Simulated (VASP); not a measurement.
# Si (P6/mmm) in VASP: notebook, part 2 of 3

VASP 6.6.1. The steps go on from the part before.

## 3. Band structure, AM05

INCAR

```
SYSTEM = Si
PREC     = Accurate       ! precision mode
ENCUT    = 520            ! plane-wave cutoff, eV
EDIFF    = 1E-7           ! SCF threshold, eV
ISMEAR   = -1             ! smearing method
SIGMA    = 0.05           ! smearing width, eV
LREAL    = .False.        ! projectors in reciprocal space
LASPH    = .True.         ! aspherical terms in the spheres
NELM     = 60             ! most SCF steps
ALGO     = Normal         ! electronic algorithm
ISIF     = 2              ! what is computed and relaxed
LWAVE    = .False.        ! write WAVECAR
LCHARG   = .False.        ! write CHGCAR
GGA      = AM             ! functional
```

KPOINTS

```
Automatic mesh
0
Gamma
  8 8 10
  0 0 0
```

POSCAR

```
Si
1.0
    4.1209500000      0.0000000000      0.0000000000
   -2.0604700000      3.5688500000      0.0000000000
    0.0000000000      0.0000000000      2.6547900000
Si
2
Direct
    0.3333300000      0.6666700000      0.5000000000
    0.6666700000      0.3333300000      0.5000000000
```

KPOINTS_OPT

```
path GMKGALHA,LM,KH
15
line-mode
reciprocal
 0.0000000000  0.0000000000  0.0000000000  G
 0.5000000000  0.0000000000  0.0000000000  M

 0.5000000000  0.0000000000  0.0000000000  M
 0.3333333333  0.3333333333  0.0000000000  K

 0.3333333333  0.3333333333  0.0000000000  K
 0.0000000000  0.0000000000  0.0000000000  G

 0.0000000000  0.0000000000  0.0000000000  G
 0.0000000000  0.0000000000  0.5000000000  A

 0.0000000000  0.0000000000  0.5000000000  A
 0.5000000000  0.0000000000  0.5000000000  L

 0.5000000000  0.0000000000  0.5000000000  L
 0.3333333333  0.3333333333  0.5000000000  H

 0.3333333333  0.3333333333  0.5000000000  H
 0.0000000000  0.0000000000  0.5000000000  A

 0.5000000000  0.0000000000  0.5000000000  L
 0.5000000000  0.0000000000  0.0000000000  M

 0.3333333333  0.3333333333  0.0000000000  K
 0.3333333333  0.3333333333  0.5000000000  H
```

Potentials or basis: VASP PAW PBE potentials, release 64 (Si).

Command:

```console
$ cat potpaw_PBE.64/Si/POTCAR > POTCAR
$ mpirun -np 1 vasp_std > vasp.out
```

OUTCAR:

```text
SYSTEM = Si
   PREC = Accurate
   ENCUT = 520
   EDIFF = 1E-7
   ISMEAR = -1
   LREAL = .False.
   LASPH = .True.
   NELM = 60
   ISIF = 2
   GGA = AM

 ion  position               nearest neighbor table
   1  0.333  0.667  0.500-   2 2.38   2 2.38   2 2.38
   2  0.667  0.333  0.500-   1 2.38   1 2.38   1 2.38

  LATTYP: Found a hexagonal cell.
 ALAT       =     4.1209500000
 C/A-ratio  =     0.6442179595

  Lattice vectors:

 A1 = (   4.1209500000,   0.0000000000,   0.0000000000)
 A2 = (  -2.0604700000,   3.5688500000,   0.0000000000)
 A3 = (   0.0000000000,   0.0000000000,   2.6547900000)

Analysis of symmetry for initial positions (statically):
=====================================================================
 Subroutine PRICEL returns:
 Original cell was already a primitive cell.

 Routine SETGRP: Setting up the symmetry group for a
 hexagonal supercell.

 Subroutine GETGRP returns: Found  8 space group operations
 (whereof  8 operations were pure point group operations)
 out of a pool of 24 trial point group operations.

The static configuration has the point symmetry D_2h.

Analysis of symmetry for dynamics (positions and initial velocities):
=====================================================================
 Subroutine PRICEL returns:
 Original cell was already a primitive cell.

 Routine SETGRP: Setting up the symmetry group for a
 hexagonal supercell.

 Subroutine GETGRP returns: Found  8 space group operations
 (whereof  8 operations were pure point group operations)
 out of a pool of 24 trial point group operations.

The dynamic configuration has the point symmetry D_2h.

 Subroutine INISYM returns: Found  8 space group operations
 (whereof  8 operations are pure point group operations),
 and found     1 'primitive' translations

----------------------------------------------------------------------------------------

[... 114 lines left out ...]
  Fermi-wavevector in a.u.,A,eV,Ry     =   0.965131  1.823833 12.673523  0.931478
  Thomas-Fermi vector in A             =   2.094821
   LORBIT       =      0    0 simple, 1 ext, 2 COOP (PROOUT), +10 PAW based schemes
   GGA     = AM    functional components
   LHFCALC =     F    Hartree Fock is set to
   AEXX    =    0.0000 exact exchange contribution
   IVDW    =     0    specifies the selected vdW correction
   LEPSILON=     F    determine dielectric tensor
   LRPA    =     F    only Hartree local field effects (RPA)
 non-spin polarized calculation
  energy-cutoff  :      520.00
  volume of cell :       39.04
 maximum number of plane-waves:      1102
   NGX = 15   NGY = 15   NGZ =  9

 number of electron       8.0000000 magnetization

 Free energy of the ion-electron system (eV)
  ---------------------------------------------------
  ext. energy  EPLUGINS =         0.00000000
  ---------------------------------------------------
  free energy    TOTEN  =       -10.51463897 eV

  energy without entropy =      -10.50846668  energy(sigma->0) =      -10.51155283

 E-fermi :   6.1396     XC(G=0):  -9.6559

 val. band max:        6.1042308994   @ k =  -0.1250   0.3750   0.0000
 cond. band min:       6.2711024955   @ k =  -0.3750   0.2500   0.1000
 fundamental gap:      0.1668715960
 Fermi energy:         6.1395573615

 k-point     1 :       0.0000    0.0000    0.0000
  band No.  band energies     occupation
      1      -6.1529      2.00000
      2       3.2798      2.00000
      3       3.2801      2.00000
      4       3.4478      2.00000
      5       7.3586      0.00000
      6       7.3589      0.00000
      7      11.7007      0.00000
      8      12.5185      0.00000
[... 243 lines left out ...]
 k-point    24 :      -0.1250    0.1250    0.1000
  band No.  band energies     occupation
      1      -5.7997      2.00000
      2       1.6610      2.00000
      3       3.1992      2.00000
      4       5.1614      2.00000
      5       7.5220      0.00000
      6       8.1129      0.00000
      7       9.8716      0.00000
      8      13.2758      0.00000

 [... further k-points ...]

------------------------ aborting loop because EDIFF is reached ----------------------------------------

  FORCE on cell =-STRESS in cart. coord.  units (eV):
  Direction    XX          YY          ZZ          XY          YZ          ZX
  --------------------------------------------------------------------------------------
  -------------------------------------------------------------------------------------
  Total       -0.3841200     -0.3835606     -0.7869380      0.0004844      0.0000000      0.0000000
  in kB      -15.7623783    -15.7394227    -32.2920264      0.0198781      0.0000000      0.0000000
  external PRESSURE =     -21.2646091 kB  Pullay stress =       0.0000000 kB

 VOLUME and BASIS-vectors are now :
 -----------------------------------------------------------------------------
  energy-cutoff  :      520.00
  volume of cell :       39.04
      direct lattice vectors                 reciprocal lattice vectors
     4.120950000  0.000000000  0.000000000     0.242662493  0.140100813  0.000000000
    -2.060470000  3.568850000  0.000000000     0.000000000  0.280202306  0.000000000
     0.000000000  0.000000000  2.654790000     0.000000000  0.000000000  0.376677628

 POSITION                                       TOTAL-FORCE (eV/Angst)
 -----------------------------------------------------------------------------------
     -0.00002      2.37925      1.32740         0.000431     -0.000249      0.000000
      2.06050      1.18960      1.32740        -0.000431      0.000249      0.000000
 -----------------------------------------------------------------------------------
    total drift:                                0.000000     -0.000000     -0.000000

  FREE ENERGIE OF THE ION-ELECTRON SYSTEM (eV)
  ---------------------------------------------------
  free  energy   TOTEN  =       -10.5146389739 eV

  energy  without entropy=      -10.5084666818  energy(sigma->0) =      -10.51155283
```

Run time: 49 s. Hardware: 1 thread of Intel Xeon Platinum 8259CL at 2.50GHz (Skylake/Cascade Lake), shared host; peak memory 0.18 GiB.

Results:

* Free energy: -10.5146 eV
* Pressure: -2.1 GPa
* Band gap along the path: none (metal or under the smearing width)

Stress tensor (GPa, compression positive):
```
-1.58  0.00  0.00
 0.00 -1.57  0.00
 0.00  0.00 -3.23
```

Levels at the corners of the path, in eV from the Fermi level:
| point | band 1 | band 2 | band 3 | band 4 | band 5 | band 6 | band 7 | band 8 |
| --- | --- | --- | --- | --- | --- | --- | --- | --- |
| Γ | -12.29 | -2.86 | -2.86 | -2.69 | 1.22 | 1.22 | 5.56 | 6.38 |
| M | -10.46 | -8.78 | -4.05 | -1.31 | 6.18 | 7.07 | 7.11 | 7.82 |
| M | -10.46 | -8.78 | -4.05 | -1.31 | 6.18 | 7.07 | 7.11 | 7.82 |
| K | -9.55 | -9.55 | -5.53 | 3.00 | 3.00 | 4.00 | 8.58 | 8.58 |
| K | -9.55 | -9.55 | -5.53 | 3.00 | 3.00 | 4.00 | 8.58 | 8.58 |
| Γ | -12.29 | -2.86 | -2.86 | -2.69 | 1.22 | 1.22 | 5.56 | 6.38 |
| Γ | -12.29 | -2.86 | -2.86 | -2.69 | 1.22 | 1.22 | 5.56 | 6.38 |
| A | -8.36 | -5.92 | -0.13 | -0.13 | 1.23 | 3.24 | 4.28 | 4.28 |
| A | -8.36 | -5.92 | -0.13 | -0.13 | 1.23 | 3.24 | 4.28 | 4.28 |
| L | -6.51 | -4.94 | -4.27 | -2.62 | -1.17 | 2.90 | 3.83 | 5.02 |
| L | -6.51 | -4.94 | -4.27 | -2.62 | -1.17 | 2.90 | 3.83 | 5.02 |
| H | -5.62 | -5.62 | -3.43 | -3.43 | -2.39 | 2.05 | 7.05 | 7.06 |
| H | -5.62 | -5.62 | -3.43 | -3.43 | -2.39 | 2.05 | 7.05 | 7.06 |
| A | -8.36 | -5.92 | -0.13 | -0.13 | 1.23 | 3.24 | 4.28 | 4.28 |
| L | -6.51 | -4.94 | -4.27 | -2.62 | -1.17 | 2.90 | 3.83 | 5.02 |
| M | -10.46 | -8.78 | -4.05 | -1.31 | 6.18 | 7.07 | 7.11 | 7.82 |
| K | -9.55 | -9.55 | -5.53 | 3.00 | 3.00 | 4.00 | 8.58 | 8.58 |
| H | -5.62 | -5.62 | -3.43 | -3.43 | -2.39 | 2.05 | 7.05 | 7.06 |

Caveat: the PAW data sets were made with another functional, which shifts forces and pressure a little.

## 4. Band structure, B3LYP

POSCAR is that of step 3.

INCAR.step1

```
SYSTEM = Si
PREC = Accurate
ENCUT = 520
EDIFF = 1E-5
ISMEAR = -1
SIGMA = 0.05
LREAL = .FALSE.
LASPH = .TRUE.
NELM = 60
ALGO = Normal
ISIF = 2
LWAVE = .TRUE.
LCHARG = .FALSE.
NBANDS = 11
GGA = PE
```

INCAR.step2

```
SYSTEM = Si
PREC = Accurate
ENCUT = 520
EDIFF = 1E-7
ISMEAR = -1
SIGMA = 0.05
LREAL = .FALSE.
LASPH = .TRUE.
NELM = 60
ALGO = Normal
ISIF = 2
LWAVE = .FALSE.
LCHARG = .FALSE.
GGA = B3
LHFCALC = .TRUE.
AEXX = 0.2
AGGAX = 0.72
AGGAC = 0.81
ALDAC = 0.19
PRECFOCK = Normal
NBANDS = 11
ISTART = 1
HFRCUT = -1
```

KPOINTS

```
regular mesh
0
G
  4 4 5
  0 0 0
```

KPOINTS_OPT: that of step 3 with these lines changed.

```diff
@@ -1,3 +1,3 @@
 path GMKGALHA,LM,KH
-15
+8
 line-mode
```

Command:

```console
$ cat potpaw_PBE.64/Si/POTCAR > POTCAR
$ cp INCAR.step1 INCAR
$ mpirun -np 1 vasp_std > vasp.out
$ cp INCAR.step2 INCAR
$ mpirun -np 1 vasp_std > vasp.out
```

It took 5.8 min on 1 thread of Intel Xeon 6975P-C (Granite Rapids), shared host; peak memory 0.18 GiB.

It converged, with:

- Free energy: -10.8171 eV
- Pressure: 0.8 GPa
- Band gap along the path: none (metal or under the smearing width)

Stress tensor (GPa, compression positive):
```
 4.46  0.00  0.00
 0.00  4.47  0.00
 0.00  0.00 -6.54
```

Levels at the corners of the path, in eV from the Fermi level:
```csv
point,band 1,band 2,band 3,band 4,band 5,band 6,band 7,band 8,band 9
Γ,-14.09,-3.64,-3.64,-3.51,1.85,1.85,6.43,7.24,9.81
M,-12.09,-10.23,-4.90,-1.56,6.95,7.91,8.13,8.72,9.22
M,-12.09,-10.23,-4.90,-1.56,6.95,7.91,8.13,8.72,9.22
K,-11.05,-11.05,-6.41,3.69,3.69,4.82,9.52,9.52,11.27
K,-11.05,-11.05,-6.41,3.69,3.69,4.82,9.52,9.52,11.27
Γ,-14.09,-3.64,-3.64,-3.51,1.85,1.85,6.43,7.24,9.81
Γ,-14.09,-3.64,-3.64,-3.51,1.85,1.85,6.43,7.24,9.81
A,-9.82,-6.86,-0.74,-0.74,1.64,3.64,5.13,5.13,6.24
A,-9.82,-6.86,-0.74,-0.74,1.64,3.64,5.13,5.13,6.24
L,-7.81,-6.06,-5.05,-3.16,-1.87,3.58,4.74,5.99,11.01
L,-7.81,-6.06,-5.05,-3.16,-1.87,3.58,4.74,5.99,11.01
H,-6.84,-6.84,-4.18,-4.18,-3.13,2.87,7.92,7.92,7.97
H,-6.84,-6.84,-4.18,-4.18,-3.13,2.87,7.92,7.92,7.97
A,-9.82,-6.86,-0.74,-0.74,1.64,3.64,5.13,5.13,6.24
L,-7.81,-6.06,-5.05,-3.16,-1.87,3.58,4.74,5.99,11.01
M,-12.09,-10.23,-4.90,-1.56,6.95,7.91,8.13,8.72,9.22
K,-11.05,-11.05,-6.41,3.69,3.69,4.82,9.52,9.52,11.27
H,-6.84,-6.84,-4.18,-4.18,-3.13,2.87,7.92,7.92,7.97
```

Caveat: the k mesh is coarse (spacing up to 0.47 Å⁻¹), so the values aren't converged, least of all with exact exchange; the PAW data sets were made with another functional, which shifts forces and pressure a little.

(Continued in part 3 of 3.)
